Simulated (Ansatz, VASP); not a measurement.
## BaS: VASP beside Ansatz

INCAR

```
PREC = Accurate
ENCUT = 520
EDIFF = 1E-6
ISMEAR = 0
SIGMA = 0.05
LREAL = False
LASPH = True
NELM = 80
ALGO = Normal
ISIF = 2
LWAVE = False
LCHARG = True
GGA = PS
LELF = True
LVHAR = True
NBANDS = 15
```

Contents of KPOINTS:

```
regular mesh
0
Gamma
  8 8 8
```

The input POSCAR:

```
BaS
1.0
    0.0000000000      3.1663007200      3.1663007200
    3.1663007200      0.0000000000      3.1663007200
    3.1663007200      3.1663007200      0.0000000000
Ba S
1 1
Direct
   -0.0083746007      0.0083746007      0.0000000000
    0.5000000000      0.5000000000      0.5000000000
```

Input for Ansatz:

```yaml
crystal:
  lattice:
    - [0.0, 3.16630072, 3.16630072]
    - [3.16630072, 0.0, 3.16630072]
    - [3.16630072, 3.16630072, 0.0]
  atoms:
    - { symbol: Ba, position: [-0.0083746007, 0.0083746007, 0.0] }
    - { symbol: S, position: [0.5, 0.5, 0.5] }
basis:
  ecutwfc: 420
kpoints:
  mp_grid: { grid: [8, 8, 8] }
hamiltonian:
  xc: pbesol
scf:
  occupations: { method: gaussian, width: 0.05 }
output:
  forces: true
  stress: true
  eigenvalues: true
```

Change from the starting cell: all Ba atoms moved +0.037 Å, as atom 1 along Cartesian [1 -1 0].

Alike in both runs: task single point; functional PBEsol; k mesh 8 × 8 × 8; occupations gaussian, width 0.05 eV; no spin polarisation.

```csv
,VASP,Ansatz
version,VASP 6.6.1,Ansatz 0.2.0
potentials or method,"VASP PAW PBE potentials, release 64 (Ba_sv, S)","scalar-relativistic, plane waves, PAW"
plane-wave cutoff (eV),520,420
valence electrons in the cell,16,16
```

Ansatz gave:

| Quantity | Value |
| --- | --- |
| gap on the k mesh at the Fermi level (eV) | 2.04 |
| least direct gap on the mesh (eV) | 2.13 |
| pressure (GPa) | 0.0 |
| rms of the force components (eV/Å) | 0.043 |

Question: What did VASP give for the same quantities?

Answer: gap on the k mesh at the Fermi level (eV): 1.94; least direct gap on the mesh (eV): 2.06; pressure (GPa): 0.7; rms of the force components (eV/Å): 0.048.

Atom by atom the forces differ by 0.004 eV/Å (rms over components).

Caveats: the PAW data sets were made with another functional, which shifts forces and pressure a little (VASP); spin-orbit coupling is left out, which moves the levels of the heavy elements. A k mesh can miss the band edges.
